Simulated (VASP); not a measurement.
# Nd (Im-3m) in VASP: notebook

The runs below take Nd through single point, with PBE.

All numbers are computed with VASP 6.6.1; they aren't measurements. Logs are shortened: lines on timing, memory, paths and dates and some standing lists are left out, and cuts for length are marked.

## 1. The crystal as given

It takes space group Im-3m (No. 229, cubic). Conventional cell: a = 4.151 Å, b = 4.151 Å, c = 4.151 Å, α = 90.00°, β = 90.00°, γ = 90.00°. Nd (site symmetry m-3m) has 8 Nd at 3.59 Å as nearest neighbours.

This isn't the form of Nd at room conditions, which is double hcp.

## 2. Single point, PBE, collinear spin, ferromagnetic start

File INCAR:

```
SYSTEM = Nd
  ADDGRID = .False.
  ALGO = Normal
  EDIFF = 1E-6
  ENCUT = 460
  GGA = PE
  ISIF = 2
  ISMEAR = -1
  ISPIN = 2
  LASPH = .True.
  LCHARG = .False.
  LMAXMIX = 6
  LORBIT = 11
  LREAL = .False.
  LWAVE = .False.
  MAGMOM = 3
  NBANDS = 16
  NELM = 100
  PREC = Accurate
  SIGMA = 0.2
```

File KPOINTS:

```
k-points
0
Gamma
  9 9 9
  0 0 0
```

File POSCAR:

```
Nd
1.0
   -2.0754700287      2.0754700287      2.0754700287
    2.0754700287     -2.0754700287      2.0754700287
    2.0754700287      2.0754700287     -2.0754700287
Nd
1
Direct
    0.0000000000      0.0000000000      0.0000000000
```

Potentials or basis: VASP PAW PBE potentials, release 64 (Nd_3), 4f in core.

The run is started by

```console
> cat potpaw_PBE.64/Nd_3/POTCAR > POTCAR
> mpirun -np 1 vasp_std > vasp.out
```

OUTCAR:

```text
SYSTEM = Nd
   EDIFF = 1E-6
   ENCUT = 460
   GGA = PE
   ISIF = 2
   ISMEAR = -1
   ISPIN = 2
   LASPH = .True.
   LORBIT = 11
   LREAL = .False.
   NELM = 100
   PREC = Accurate

 Found     35 irreducible k-points:

 Following reciprocal coordinates:
            Coordinates               Weight
  0.000000  0.000000  0.000000      1.000000
  0.111111  0.000000  0.000000     12.000000
  0.222222  0.000000  0.000000     12.000000
  0.333333  0.000000  0.000000     12.000000
  0.444444  0.000000  0.000000     12.000000
  0.111111  0.111111  0.000000     24.000000
   k-points           NKPTS =     35   k-points in BZ     NKDIM =     35   number of bands    NBANDS=     16
   number of dos      NEDOS =    301   number of ions     NIONS =      1
   total plane-waves  NPLWV =  21952
   dimension x,y,z NGX =    28 NGY =   28 NGZ =   28
   dimension x,y,z NGXF=    56 NGYF=   56 NGZF=   56
   ions per type =               1
   NGX,Y,Z   is equivalent  to a cutoff of  12.95, 12.95, 12.95 a.u.
   NGXF,Y,Z  is equivalent  to a cutoff of  25.90, 25.90, 25.90 a.u.
 SYSTEM =  Nd
   PREC   = accura    normal or accurate (medium, high low for compatibility)
   ISTART =      0    job   : 0-new  1-cont  2-samecut
   ICHARG =      2    charge: 1-file 2-atom 10-const
   ISPIN  =      2    spin polarized calculation?
   LNONCOLLINEAR =      F non collinear calculations
   LSORBIT =      F    spin-orbit coupling
   LASPH  =      T    aspherical Exc in radial PAW
   ENCUT  =  460.0 eV  33.81 Ry    5.81 a.u.   6.29  6.29  6.29*2*pi/ulx,y,z
   NELM   =    100;   NELMIN=  2; NELMDL= -5     # of ELM steps
   EDIFF  = 0.1E-05   stopping-criterion for ELM
   LREAL  =      F    real-space projection
   EDIFFG = 0.1E-04   stopping-criterion for IOM
   NSW    =      0    number of steps for IOM
   IBRION =     -1    ionic relax: 0-MD 1-quasi-New 2-CG
   NFREE  =      0    steps in history (QN), initial steepest desc. (CG)
   ISIF   =      2    stress and relaxation
   ISYM   =      2    0-nonsym 1-usesym 2-fastsym
   POTIM  = 0.5000    time-step for ionic-motion
   TEBEG  =    0.0;   TEEND  =   0.0 temperature during run
   PSTRESS=    0.0 pullay stress
   NELECT =      11.0000    total number of electrons
   NUPDOWN=      -1.0000    fix difference up-down
   EMIN   =  10.00;   EMAX   =-10.00  energy-range for DOS
   EFERMI =   0.00;   METHOD = LEGACY
   ISMEAR =    -1;   SIGMA  =   0.20  broadening in eV -4-tet -1-fermi 0-gaus
   EFERMI_NEDOS =   21; number of points for ismear=-14 and -15
   IALGO  =     38    algorithm
   IMIX   =      4    mixing-type and parameters
     AMIX     =   0.40;   BMIX     =  1.00
     AMIX_MAG =   1.60;   BMIX_MAG =  1.00
  volume/ion in A,a.u.               =      35.76       241.33
  Fermi-wavevector in a.u.,A,eV,Ry     =   1.105103  2.088341 16.616139  1.221252
  Thomas-Fermi vector in A             =   2.241585
   LORBIT       =     11    0 simple, 1 ext, 2 COOP (PROOUT), +10 PAW based schemes
   GGA     = PE    functional components
   LHFCALC =     F    Hartree Fock is set to
   AEXX    =    0.0000 exact exchange contribution
   IVDW    =     0    specifies the selected vdW correction
   LEPSILON=     F    determine dielectric tensor
   LRPA    =     F    only Hartree local field effects (RPA)
 spin polarized calculation
  energy-cutoff  :      460.00
  volume of cell :       35.76
 maximum number of plane-waves:       814
 NGX is ok and might be reduce to    28
   NGX = 13   NGY = 13   NGZ = 13

 number of electron      11.0000000 magnetization       0.0000879

 number of electron      11.0000000 magnetization      -0.0003812

 Free energy of the ion-electron system (eV)
  ---------------------------------------------------
  ext. energy  EPLUGINS =         0.00000000
  ---------------------------------------------------
  free energy    TOTEN  =        -4.72509418 eV

  energy without entropy =       -4.47231218  energy(sigma->0) =       -4.59870318

 E-fermi :   3.3265     XC(G=0):  -9.5954

 val. band max:        3.3177949688   @ k =   0.2222   0.1111   0.1111
 cond. band min:       3.3301288601   @ k =  -0.3333   0.4444   0.1111
 fundamental gap:      0.0123338913
 Fermi energy:         3.3265038598

 spin component 1

 k-point     1 :       0.0000    0.0000    0.0000
  band No.  band energies     occupation
      1     -34.6627      1.00000
      2     -15.2941      1.00000
      3     -15.2941      1.00000
      4     -15.2941      1.00000
      5      -0.6112      1.00000
      6       4.7746      0.00072
      7       4.7746      0.00072
      8       4.7746      0.00072
      9       6.9421      0.00000
     10       6.9421      0.00000
     11      12.7752      0.00000
     12      12.7752      0.00000
     13      12.7752      0.00000
     14      20.6441      0.00000
     15      20.6441      0.00000
     16      22.3177      0.00000

 k-point     2 :       0.1111    0.0000    0.0000
  band No.  band energies     occupation
      1     -34.6488      1.00000
      2     -15.4188      1.00000
      3     -15.3317      1.00000
      4     -15.2952      1.00000
      5      -0.2543      1.00000
      6       4.5238      0.00251
      7       4.6607      0.00127
      8       5.1410      0.00011
      9       6.5849      0.00000
     10       6.9338      0.00000
     11      13.1275      0.00000
     12      13.4240      0.00000
     13      13.8234      0.00000
     14      18.4875      0.00000
     15      19.3432      0.00000
     16      22.0887      0.00000

 k-point     3 :       0.2222    0.0000    0.0000
  band No.  band energies     occupation
      1     -34.6136      1.00000
      2     -15.7199      1.00000
      3     -15.4249      1.00000
      4     -15.2980      1.00000
      5       0.6164      1.00000
      6       3.9879      0.03534
      7       4.2326      0.01066
      8       6.1976      0.00000
      9       6.4913      0.00000
     10       7.0019      0.00000
     11      13.4443      0.00000
     12      15.1246      0.00000
     13      15.1418      0.00000
     14      17.0604      0.00000
     15      18.1591      0.00000
     16      20.5428      0.00000

 k-point     4 :       0.3333    0.0000    0.0000
  band No.  band energies     occupation
      1     -34.5730      1.00000
      2     -16.0408      1.00000
      3     -15.5280      1.00000
      4     -15.3012      1.00000
      5       1.3055      0.99996
      6       3.4904      0.30590
      7       4.2835      0.00829
      8       6.8505      0.00000
      9       7.2619      0.00000
     10       7.7945      0.00000
     11      12.3694      0.00000
     12      13.8390      0.00000
     13      17.5504      0.00000
     14      17.7125      0.00000
     15      18.3020      0.00000
     16      19.6568      0.00000

 k-point     5 :       0.4444    0.0000    0.0000
  band No.  band energies     occupation
      1     -34.5464      1.00000
      2     -16.2398      1.00000
      3     -15.5937      1.00000
      4     -15.3034      1.00000
      5       1.3745      0.99994
      6       3.2086      0.64327
      7       5.1616      0.00010
      8       7.0003      0.00000
      9       7.6093      0.00000
     10       9.4445      0.00000
     11      11.2795      0.00000
     12      12.6883      0.00000
     13      15.2777      0.00000
     14      17.7354      0.00000
     15      20.1982      0.00000
     16      20.9599      0.00000

 k-point     6 :       0.1111    0.1111    0.0000
  band No.  band energies     occupation
      1     -34.6243      1.00000
      2     -15.6255      1.00000
      3     -15.3757      1.00000
      4     -15.3245      1.00000
      5       0.3785      1.00000
      6       4.2150      0.01163
      7       4.2447      0.01004
      8       5.9170      0.00000
      9       6.2438      0.00000
     10       7.1362      0.00000
     11      13.6243      0.00000
     12      14.3918      0.00000
     13      15.0252      0.00000
     14      16.9412      0.00000
     15      19.4357      0.00000
     16      19.5309      0.00000

 [... further k-points ...]

 spin component 2

 k-point     1 :       0.0000    0.0000    0.0000
  band No.  band energies     occupation
      1     -34.6627      1.00000
      2     -15.2943      1.00000
      3     -15.2943      1.00000
      4     -15.2943      1.00000
      5      -0.6114      1.00000
      6       4.7743      0.00072
      7       4.7743      0.00072
      8       4.7743      0.00072
      9       6.9421      0.00000
     10       6.9421      0.00000
     11      12.7749      0.00000
     12      12.7749      0.00000
     13      12.7749      0.00000
     14      20.6440      0.00000
     15      20.6440      0.00000
     16      22.3176      0.00000

 k-point     2 :       0.1111    0.0000    0.0000
  band No.  band energies     occupation
      1     -34.6489      1.00000
      2     -15.4189      1.00000
      3     -15.3318      1.00000
      4     -15.2953      1.00000
      5      -0.2545      1.00000
      6       4.5235      0.00251
      7       4.6605      0.00127
      8       5.1407      0.00011
      9       6.5848      0.00000
     10       6.9337      0.00000
     11      13.1272      0.00000
     12      13.4237      0.00000
     13      13.8231      0.00000
     14      18.4874      0.00000
     15      19.3431      0.00000
     16      22.0886      0.00000

 k-point     3 :       0.2222    0.0000    0.0000
  band No.  band energies     occupation
      1     -34.6136      1.00000
      2     -15.7200      1.00000
      3     -15.4250      1.00000
      4     -15.2981      1.00000
      5       0.6163      1.00000
      6       3.9876      0.03539
      7       4.2323      0.01067
      8       6.1973      0.00000
      9       6.4912      0.00000
     10       7.0018      0.00000
     11      13.4441      0.00000
     12      15.1244      0.00000
     13      15.1415      0.00000
     14      17.0603      0.00000
     15      18.1589      0.00000
     16      20.5426      0.00000

 k-point     4 :       0.3333    0.0000    0.0000
  band No.  band energies     occupation
      1     -34.5731      1.00000
      2     -16.0409      1.00000
      3     -15.5281      1.00000
      4     -15.3013      1.00000
      5       1.3053      0.99996
      6       3.4901      0.30621
      7       4.2833      0.00829
      8       6.8503      0.00000
      9       7.2617      0.00000
     10       7.7942      0.00000
     11      12.3692      0.00000
     12      13.8388      0.00000
     13      17.5501      0.00000
     14      17.7123      0.00000
     15      18.3018      0.00000
     16      19.6565      0.00000

 k-point     5 :       0.4444    0.0000    0.0000
  band No.  band energies     occupation
      1     -34.5464      1.00000
      2     -16.2399      1.00000
      3     -15.5938      1.00000
      4     -15.3035      1.00000
      5       1.3743      0.99994
      6       3.2083      0.64360
      7       5.1615      0.00010
      8       7.0002      0.00000
      9       7.6092      0.00000
     10       9.4442      0.00000
     11      11.2793      0.00000
     12      12.6882      0.00000
     13      15.2774      0.00000
     14      17.7351      0.00000
     15      20.1979      0.00000
     16      20.9598      0.00000

 k-point     6 :       0.1111    0.1111    0.0000
  band No.  band energies     occupation
      1     -34.6243      1.00000
      2     -15.6257      1.00000
      3     -15.3758      1.00000
      4     -15.3246      1.00000
      5       0.3783      1.00000
      6       4.2147      0.01164
      7       4.2445      0.01005
      8       5.9167      0.00000
      9       6.2436      0.00000
     10       7.1361      0.00000
     11      13.6240      0.00000
     12      14.3915      0.00000
     13      15.0250      0.00000
     14      16.9411      0.00000
     15      19.4356      0.00000
     16      19.5307      0.00000

 [... further k-points ...]
[... 5 lines left out ...]
  --------------------------------------------------------------------------------------
  -------------------------------------------------------------------------------------
  Total        0.0672560      0.0672560      0.0672560     -0.0000000      0.0000000      0.0000000
  in kB        3.0132274      3.0132274      3.0132274     -0.0000000      0.0000000      0.0000000
  external PRESSURE =       3.0132274 kB  Pullay stress =       0.0000000 kB

 VOLUME and BASIS-vectors are now :
 -----------------------------------------------------------------------------
  energy-cutoff  :      460.00
  volume of cell :       35.76
      direct lattice vectors                 reciprocal lattice vectors
    -2.075470029  2.075470029  2.075470029     0.000000000  0.240909285  0.240909285
     2.075470029 -2.075470029  2.075470029     0.240909285  0.000000000  0.240909285
     2.075470029  2.075470029 -2.075470029     0.240909285  0.240909285  0.000000000

 POSITION                                       TOTAL-FORCE (eV/Angst)
 -----------------------------------------------------------------------------------
      0.00000      0.00000      0.00000         0.000000      0.000000      0.000000
 -----------------------------------------------------------------------------------
    total drift:                               -0.000000     -0.000000     -0.000000

  FREE ENERGIE OF THE ION-ELECTRON SYSTEM (eV)
  ---------------------------------------------------
  free  energy   TOTEN  =        -4.7250941826 eV

  energy  without entropy=       -4.4723121771  energy(sigma->0) =       -4.59870318

 total charge

# of ion       s       p       d       tot
------------------------------------------
    1        2.154   5.774   0.954   8.882

 magnetization (x)

# of ion       s       p       d       tot
------------------------------------------
    1        0.000  -0.000  -0.000  -0.000
```

It took 27 s on 1 thread of Intel Xeon Platinum 8488C (Sapphire Rapids), shared host; peak memory 0.18 GiB.

These settings aren't checked as converged: the numbers below hold their error.

Results:

```
Free energy                                           : -4.7251 eV
Pressure                                              : 0.3 GPa
Band gap on the k mesh                                : none (metal or under the smearing width)
Net moment                                            : 0.00 μB per cell
Valence electrons inside the program's atomic spheres : Nd 8.88
```

Caveat: the magnetic or orbital state may not be the lowest; spin-orbit coupling is left out, which moves the levels of the heavy elements; the 4f electrons are frozen in the core as for a trivalent ion, so they carry no moment and show no levels.

## 3. Single point, PBE, collinear spin, ferromagnetic start

Edit INCAR of step 2 so:

```diff
@@ -19,2 +19,2 @@
   PREC = Accurate
-  SIGMA = 0.2
+  SIGMA = 0.05
```

KPOINTS is that of step 2.

POSCAR is that of step 2.

Potentials or basis: VASP PAW PBE potentials, release 64 (Nd_3), 4f in core.

The run is started by

```console
> cat potpaw_PBE.64/Nd_3/POTCAR > POTCAR
> mpirun -np 1 vasp_std > vasp.out
```

Run time: 24 s. Hardware: 1 thread of Intel Xeon Platinum 8488C (Sapphire Rapids), shared host; peak memory 0.18 GiB.

The run converged, but some of its settings lie outside the range that counts as converged, so its numbers aren't taken as properties of the crystal.

Results:

```yaml
Free_energy: -4.5919 eV
Pressure: -0.2 GPa
Band_gap_on_the_k_mesh: none (metal or under the smearing width)
Net_moment: 0.27 μB per cell
Site_moments: Nd +0.13 μB
Valence_electrons_inside_the_program's_atomic_spheres: Nd 8.88
```

Caveat: the magnetic or orbital state may not be the lowest; spin-orbit coupling is left out, which moves the levels of the heavy elements; the 4f electrons are frozen in the core as for a trivalent ion, so they carry no moment and show no levels.

(Continued in part 2 of 2.)
